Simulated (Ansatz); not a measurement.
Recipe of this trial structure of Al: 5-connected net of one element (Pnnm, No. 58). Lengths were set from tabulated atomic sizes, so they are only a guess.

```
CELL_PARAMETERS angstrom
4.37429 0.00000 0.00000
0.00000 6.06403 0.00000
0.00000 0.00000 6.01897
ATOMIC_POSITIONS crystal
Al 0.00000 0.00000 0.70697
Al 0.50000 0.50000 0.79303
Al 0.00000 0.00000 0.29303
Al 0.50000 0.50000 0.20697
Al 0.66852 0.83440 0.00000
Al 0.33148 0.16560 0.00000
Al 0.16852 0.66560 0.50000
Al 0.83148 0.33440 0.50000
```

These are results of Ansatz 0.2.0, DFT PBE, scalar-relativistic, plane waves, PAW, not measurements. Cutoff 420 eV, Gaussian smearing, Γ-centred meshes. Cell and atoms relax first on a coarse mesh and then on a finer one. In between, the cell is made exact in the group found at 0.06 Å. In metals the finer mesh still leaves noise of several meV/atom or more. The steps can't lower the symmetry of their start. No spin polarisation.

A guess keeps its type if space group and coordination stay and the shape of the cell changes little (axis ratios within about 15 %, angles within 6°); the volume may change.

Question: Will the relaxed cell still be of the starting type?

Answer: It doesn't keep its type. The symmetry goes from Pnnm (No. 58) to Immm (No. 71), and the primitive cell from 8 to 4 atoms. The volume per atom shrinks by 12.8 %, from 20.0 to 17.4 Å³. The shortest distance goes from 2.49 Å (Al–Al) to 2.70 Å (Al–Al). Counting neighbours within 15 % of an atom's shortest distance, the start has Al 5 and the end Al 10/12. In detail, at the end Al on a site of symmetry m2m is surrounded by 10 Al at 2.70–2.86 Å; around Al on a site of symmetry mm2 lie 8 Al at 2.80–2.84 Å and 4 Al at 3.14 Å.

```
CELL_PARAMETERS angstrom
-1.40194 2.77914 4.46601
1.40194 -2.77914 4.46601
1.40194 2.77914 -4.46601
ATOMIC_POSITIONS crystal
Al 0.74266 0.00000 0.74266
Al 0.25734 0.00000 0.25734
Al 0.22485 0.72485 0.50000
Al 0.77515 0.27515 0.50000
```

The last run used an 18×18×18 mesh for its 4-atom cell and Gaussian smearing of 0.10 eV. Symmetry constrained the relaxation, so the result can be a saddle point.

In counts of neighbours, a slash parts the counts of unlike sites.
